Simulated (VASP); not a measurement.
# N2 in VASP: a series of runs, part 2 of 2

VASP 6.6.1.

**5. Relaxation of the atoms, PBEsol**

Contents of INCAR:

```
SYSTEM = N
  PREC = Accurate
  ENCUT = 400
  EDIFF = 1E-7
  ISMEAR = 0
  SIGMA = 0.02
  LREAL = .FALSE.
  LASPH = .TRUE.
  NELM = 100
  ALGO = Fast
  ISIF = 2
  LWAVE = .FALSE.
  LCHARG = .FALSE.
  GGA = PS
  IBRION = 2
  NSW = 90
  EDIFFG = -0.005
  ISYM = 0
```

Contents of KPOINTS:

```
regular mesh
0
G
  1 1 1
  0 0 0
```

Contents of POSCAR:

```
N
1.0
   10.0000000000      0.0000000000      0.0000000000
    0.0000000000     10.5000000000      0.0000000000
    0.0000000000      0.0000000000     11.0000000000
N
2
Direct
    0.5000000000      0.5000000000      0.4500000000
    0.5000000000      0.5000000000      0.5500000000
```

Potentials or basis: VASP PAW PBE potentials, release 64 (N_s).

Run with:

```console
$ cat potpaw_PBE.64/N_s/POTCAR > POTCAR
$ mpirun -np 1 vasp_std > vasp.out
```

OUTCAR:

```text
SYSTEM = N
   PREC = Accurate
   ENCUT = 400
   EDIFF = 1E-7
   ISMEAR = 0
   LREAL = .FALSE.
   LASPH = .TRUE.
   NELM = 100
   ISIF = 2
   GGA = PS
   IBRION = 2
   NSW = 90
   EDIFFG = -0.005
   ISYM = 0

 ion  position               nearest neighbor table
   1  0.500  0.500  0.450-   2 1.10
   2  0.500  0.500  0.550-   1 1.10

 -----------------------------------------------------------------------------
|                                                                             |
|           W    W    AA    RRRRR   N    N  II  N    N   GGGG   !!!           |
|           W    W   A  A   R    R  NN   N  II  NN   N  G    G  !!!           |
|           W    W  A    A  R    R  N N  N  II  N N  N  G       !!!           |
|           W WW W  AAAAAA  RRRRR   N  N N  II  N  N N  G  GGG   !            |
|           WW  WW  A    A  R   R   N   NN  II  N   NN  G    G                |
|           W    W  A    A  R    R  N    N  II  N    N   GGGG   !!!           |
|                                                                             |
|     The distance between some ions is very small. Please check the          |
|     nearest-neighbor list in the OUTCAR file.                               |
|     I HOPE YOU KNOW WHAT YOU ARE DOING!                                     |
|                                                                             |
 -----------------------------------------------------------------------------

IMPORTANT INFORMATION: All symmetrisations will be switched off!
NOSYMM: (Re-)initialisation of all symmetry stuff for point group C_1.

----------------------------------------------------------------------------------------

                                     Primitive cell

  volume of cell :    1155.0000

  direct lattice vectors                    reciprocal lattice vectors
    10.000000000  0.000000000  0.000000000     0.100000000  0.000000000  0.000000000
     0.000000000 10.500000000  0.000000000     0.000000000  0.095238095  0.000000000
     0.000000000  0.000000000 11.000000000     0.000000000  0.000000000  0.090909091

  length of vectors
    10.000000000 10.500000000 11.000000000     0.100000000  0.095238095  0.090909091

  position of ions in fractional coordinates (direct lattice)
     0.500000000  0.500000000  0.450000000
     0.500000000  0.500000000  0.550000000

  ion indices of the primitive-cell ions
   primitive index   ion index
                 1           1
                 2           2

----------------------------------------------------------------------------------------

 KPOINTS: regular mesh

Automatic generation of k-mesh.
 Grid dimensions read from file:
 generate k-points for:    1    1    1

 Generating k-lattice:

  Cartesian coordinates                     Fractional coordinates (reciprocal lattice)
     0.100000000  0.000000000  0.000000000     1.000000000  0.000000000  0.000000000
     0.000000000  0.095238095  0.000000000     0.000000000  1.000000000  0.000000000
     0.000000000  0.000000000  0.090909091     0.000000000  0.000000000  1.000000000

  Length of vectors
     0.100000000  0.095238095  0.090909091

  Shift w.r.t. Gamma in fractional coordinates (k-lattice)
     0.000000000  0.000000000  0.000000000

 Subroutine IBZKPT returns following result:
 ===========================================

 Found      1 irreducible k-points:

 Following reciprocal coordinates:
            Coordinates               Weight
  0.000000  0.000000  0.000000      1.000000
   k-points           NKPTS =      1   k-points in BZ     NKDIM =      1   number of bands    NBANDS=      9
   number of dos      NEDOS =    301   number of ions     NIONS =      2
   total plane-waves  NPLWV = 352800
   dimension x,y,z NGX =    70 NGY =   70 NGZ =   72
   dimension x,y,z NGXF=   140 NGYF=  140 NGZF=  144
   ions per type =               2
   NGX,Y,Z   is equivalent  to a cutoff of  11.64, 11.08, 10.88 a.u.
   NGXF,Y,Z  is equivalent  to a cutoff of  23.27, 22.17, 21.76 a.u.
 SYSTEM =  N
   PREC   = accura    normal or accurate (medium, high low for compatibility)
   ISTART =      0    job   : 0-new  1-cont  2-samecut
   ICHARG =      2    charge: 1-file 2-atom 10-const
   ISPIN  =      1    spin polarized calculation?
   LNONCOLLINEAR =      F non collinear calculations
   LSORBIT =      F    spin-orbit coupling
   LASPH  =      T    aspherical Exc in radial PAW
   ENCUT  =  400.0 eV  29.40 Ry    5.42 a.u.  16.31 17.12 17.94*2*pi/ulx,y,z
   NELM   =    100;   NELMIN=  2; NELMDL= -5     # of ELM steps
   EDIFF  = 0.1E-06   stopping-criterion for ELM
   LREAL  =      F    real-space projection
   EDIFFG = -.5E-02   stopping-criterion for IOM
   NSW    =     90    number of steps for IOM
   IBRION =      2    ionic relax: 0-MD 1-quasi-New 2-CG
   NFREE  =      1    steps in history (QN), initial steepest desc. (CG)
   ISIF   =      2    stress and relaxation
   ISYM   =      0    0-nonsym 1-usesym 2-fastsym
   POTIM  = 0.5000    time-step for ionic-motion
   TEBEG  =    0.0;   TEEND  =   0.0 temperature during run
   PSTRESS=    0.0 pullay stress
   NELECT =      10.0000    total number of electrons
   NUPDOWN=      -1.0000    fix difference up-down
   EMIN   =  10.00;   EMAX   =-10.00  energy-range for DOS
   EFERMI =   0.00;   METHOD = LEGACY
   ISMEAR =     0;   SIGMA  =   0.02  broadening in eV -4-tet -1-fermi 0-gaus
   EFERMI_NEDOS =   21; number of points for ismear=-14 and -15
   IALGO  =     68    algorithm
   IMIX   =      4    mixing-type and parameters
     AMIX     =   0.40;   BMIX     =  1.00
     AMIX_MAG =   1.60;   BMIX_MAG =  1.00
  volume/ion in A,a.u.               =     577.50      3897.16
  Fermi-wavevector in a.u.,A,eV,Ry     =   0.336161  0.635252  1.537517  0.113004
  Thomas-Fermi vector in A             =   1.236311
   LORBIT       =      0    0 simple, 1 ext, 2 COOP (PROOUT), +10 PAW based schemes
   GGA     = PS    functional components
   LHFCALC =     F    Hartree Fock is set to
   AEXX    =    0.0000 exact exchange contribution
   IVDW    =     0    specifies the selected vdW correction
   LEPSILON=     F    determine dielectric tensor
   LRPA    =     F    only Hartree local field effects (RPA)
 conjugate gradient relaxation of ions
 non-spin polarized calculation
 RMM-DIIS sequential band-by-band and
 Gauss-broadening in eV      SIGMA  =   0.02
  energy-cutoff  :      400.00
  volume of cell :     1155.00
 maximum number of plane-waves:     20953
 NGX is ok and might be reduce to    70
   NGX = 33   NGY = 35   NGZ = 35

--------------------------------------- Ionic step        1  -------------------------------------------

 number of electron      10.0000000 magnetization

 number of electron       9.9999999 magnetization

 Free energy of the ion-electron system (eV)
  ---------------------------------------------------
  ext. energy  EPLUGINS =         0.00000000
  ---------------------------------------------------
  free energy    TOTEN  =       -15.95748673 eV

  energy without entropy =      -15.95748673  energy(sigma->0) =      -15.95748673

------------------------ aborting loop because EDIFF is reached ----------------------------------------

  FORCE on cell =-STRESS in cart. coord.  units (eV):
  Direction    XX          YY          ZZ          XY          YZ          ZX
  --------------------------------------------------------------------------------------
  -------------------------------------------------------------------------------------
  Total       -0.0991495     -0.1002712      9.5066011     -0.0000000      0.0000041      0.0000014
  in kB       -0.1375369     -0.1390929     13.1872387     -0.0000000      0.0000056      0.0000019
  external PRESSURE =       4.3035363 kB  Pullay stress =       0.0000000 kB
[... 89 lines left out ...]
  FREE ENERGIE OF THE ION-ELECTRON SYSTEM (eV)
  ---------------------------------------------------
  free  energy   TOTEN  =       -12.1816294541 eV

  energy  without entropy=      -12.1816294541  energy(sigma->0) =      -12.18162945

[... ionic steps 4 to 7 ...]

--------------------------------------- Ionic step        8  -------------------------------------------

 number of electron      10.0000003 magnetization

------------------------ aborting loop because EDIFF is reached ----------------------------------------
[... 67 lines left out ...]
--------------------------------------- Ionic step       10  -------------------------------------------

 number of electron      10.0000003 magnetization

 Free energy of the ion-electron system (eV)
  ---------------------------------------------------
  ext. energy  EPLUGINS =         0.00000000
  ---------------------------------------------------
  free energy    TOTEN  =       -16.17633236 eV

  energy without entropy =      -16.17633236  energy(sigma->0) =      -16.17633236

 E-fermi :  -9.6676     XC(G=0):  -0.5260

 val. band max:       -9.8243233885   @ k =   0.0000   0.0000   0.0000
 cond. band min:      -2.5754742887   @ k =   0.0000   0.0000   0.0000
 fundamental gap:      7.2488490998
 Fermi energy:        -9.6675555540

 k-point     1 :       0.0000    0.0000    0.0000
  band No.  band energies     occupation
      1     -27.7523      2.00000
      2     -13.6229      2.00000
      3     -11.2356      2.00000
      4     -11.2356      2.00000
      5      -9.8243      2.00000
      6      -2.5755      0.00000
      7      -2.5754      0.00000
      8      -0.1472      0.00000
      9       1.0088      0.00000
[... 27 lines left out ...]
  FREE ENERGIE OF THE ION-ELECTRON SYSTEM (eV)
  ---------------------------------------------------
  free  energy   TOTEN  =       -16.1763323597 eV

  energy  without entropy=      -16.1763323597  energy(sigma->0) =      -16.17633236

 reached required accuracy - stopping structural energy minimisation
```

OSZICAR:

```text
N       E                     dE             d eps       ncg     rms          rms(c)
DAV:   1     0.109577063709E+03    0.10958E+03   -0.21391E+03    18   0.496E+02
DAV:   2    -0.114484417277E+01   -0.11072E+03   -0.11039E+03    34   0.113E+02
DAV:   3    -0.166315362795E+02   -0.15487E+02   -0.15483E+02    34   0.929E+01
[... 188 lines left out ...]
RMM:  10    -0.161763307784E+02   -0.67924E-06   -0.51070E-08    13   0.184E-03    0.802E-04
RMM:  11    -0.161763317580E+02   -0.97961E-06   -0.12620E-07    13   0.384E-03    0.130E-03
RMM:  12    -0.161763321656E+02   -0.40764E-06   -0.75456E-08    13   0.320E-03    0.348E-04
RMM:  13    -0.161763322841E+02   -0.11845E-06   -0.16730E-08    12   0.113E-03    0.573E-04
RMM:  14    -0.161763323597E+02   -0.75556E-07   -0.37893E-09     9   0.661E-04
  10 F= -.16176332E+02 E0= -.16176332E+02  d E =-.689781E-04
```

CONTCAR:

```text
N
   1.00000000000000
    10.0000000000000000    0.0000000000000000    0.0000000000000000
     0.0000000000000000   10.5000000000000000    0.0000000000000000
     0.0000000000000000    0.0000000000000000   11.0000000000000000
  N
     2
Direct
     0.5000000001333597    0.5000000004352112    0.4475945544359993
     0.4999999998666405    0.4999999995647888    0.5524054455640006

  0.00000000E+00  0.00000000E+00  0.00000000E+00
  0.00000000E+00  0.00000000E+00  0.00000000E+00
```

Wall time 4.5 min (1 thread of Intel Xeon 6975P-C (Granite Rapids), shared host); peak memory 0.71 GiB.

Results:

```
Free energy                     : -16.1763 eV
Energy gained by relaxing       : 109.4 meV/atom
Ionic steps                     : 10
Gap between the frontier levels : 7.25 eV
```

Step by step:
| step | energy change (eV) | largest force (eV/Å) | pressure (GPa) |
| --- | --- | --- | --- |
| 1 | 0.0000 | 8.7832 | 0.43 |
| 2 | 9.2418 | 9.5837 | -0.87 |
| 3 | 3.7759 | 14.7718 | -1.03 |
| 4 | 0.3130 | 9.6342 | -0.56 |
| 5 | -0.1946 | 2.4739 | -0.14 |
| 6 | -0.2181 | 0.4516 | -0.04 |
| 7 | -0.2188 | 0.0078 | -0.01 |
| 8 | -0.2188 | 0.1376 | -0.02 |
| 9 | -0.2121 | 1.3997 | 0.06 |
| 10 | -0.2188 | 0.0000 | -0.01 |

Final structure:
```yaml
crystal:
  lattice:
    - [10.00000, 0.00000, 0.00000]
    - [0.00000, 10.50000, 0.00000]
    - [0.00000, 0.00000, 11.00000]
  atoms:
    - { symbol: N, position: [0.50000, 0.50000, 0.44759] }
    - { symbol: N, position: [0.50000, 0.50000, 0.55241] }
```

Caveat: the standard files for N, O and F lose accuracy on very short bonds; the PAW data sets were made with another functional, which shifts forces and pressure a little.

**6. Relaxation of the atoms, RPBE**

INCAR: that of step 5 with these lines changed.

```diff
@@ -2,3 +2,3 @@
   PREC = Accurate
-  ENCUT = 400
+  ENCUT = 520
   EDIFF = 1E-7
@@ -13,3 +13,3 @@
   LCHARG = .FALSE.
-  GGA = PS
+  GGA = RP
   IBRION = 2
```

KPOINTS is that of step 5.

POSCAR is that of step 5.

Potentials or basis: VASP PAW PBE potentials, release 64 (N).

Run with:

```console
$ cat potpaw_PBE.64/N/POTCAR > POTCAR
$ mpirun -np 1 vasp_std > vasp.out
```

Wall time 4.9 min (1 thread of Intel Xeon 6975P-C (Granite Rapids), shared host); peak memory 1 GiB.

It converged, with:

| Quantity | Value |
| --- | --- |
| Free energy | -16.2979 eV |
| Energy gained by relaxing | 11.8 meV/atom |
| Ionic steps | 13 |
| Largest force after relaxing | 0.004 eV/Å |
| Gap between the frontier levels | 8.05 eV |

Forces on the atoms (eV/Å):
```
N    0.000  0.000 -0.004
N    0.000  0.000  0.004
```

The path:
```
step  energy change (eV)  largest force (eV/Å)  pressure (GPa)
   1              0.0000                2.7689            0.13
   2              2.5106               14.7653           -0.94
   3              0.0187                3.3222           -0.18
   4             -0.0235                0.2477           -0.02
   5             -0.0237                0.0175           -0.01
   6             -0.0237                0.0355           -0.01
   7             -0.0237                0.0305           -0.01
   8             -0.0237                0.0158           -0.01
   9             -0.0237                0.0142           -0.01
  10             -0.0237                0.0137           -0.01
  11             -0.0237                0.0122           -0.01
  12             -0.0237                0.0093           -0.01
  13             -0.0237                0.0037           -0.01
```

Final structure:
```cif
data_structure
_symmetry_space_group_name_H-M 'P 1'
_symmetry_Int_Tables_number 1
_cell_length_a 10.0000
_cell_length_b 10.5000
_cell_length_c 11.0000
_cell_angle_alpha 90.000
_cell_angle_beta 90.000
_cell_angle_gamma 90.000
_cell_volume 1155.00
loop_
_atom_site_label
_atom_site_type_symbol
_atom_site_fract_x
_atom_site_fract_y
_atom_site_fract_z
_atom_site_occupancy
N1 N 0.50000 0.50000 0.44921 1
N2 N 0.50000 0.50000 0.55079 1
```

Levels at points of the mesh, in eV from the valence-band top:
| k point | band 1 | band 2 | band 3 | band 4 | band 5 | band 6 | band 7 | band 8 | band 9 |
| --- | --- | --- | --- | --- | --- | --- | --- | --- | --- |
| (0.00, 0.00, 0.00) | -17.97 | -3.46 | -1.28 | -1.28 | 0.00 | 8.05 | 8.05 | 9.80 | 10.94 |

Caveat: the standard files for N, O and F lose accuracy on very short bonds; the PAW data sets were made with another functional, which shifts forces and pressure a little. RPBE gaps usually lie below the measured ones, often by a third to a half.

**7. Overview**

```tsv
task	level	potentials or basis	cell	cutoff (eV)	gap on the mesh (eV)
relaxation of the atoms	PBEsol	VASP PAW PBE potentials, release 64 (N)	atoms relaxed	520	8.05
single point	PBEsol	VASP PAW PBE potentials, release 64 (N)	as given	520	8.19
relaxation of the atoms	PBEsol	VASP PAW PBE potentials, release 64 (N)	atoms relaxed	500	8.04
relaxation of the atoms	PBEsol	VASP PAW PBE potentials, release 64 (N_s)	atoms relaxed	400	7.25
relaxation of the atoms	RPBE	VASP PAW PBE potentials, release 64 (N)	atoms relaxed	520	8.05
```

Alike in all rows: no spin polarisation; k mesh 1 × 1 × 1; smearing gaussian 0.02 eV.

Caveats: the standard files for N, O and F lose accuracy on very short bonds; the PAW data sets were made with another functional, which shifts forces and pressure a little.

Total energies depend on the potentials used, so only differences within one code and one set of settings carry meaning.
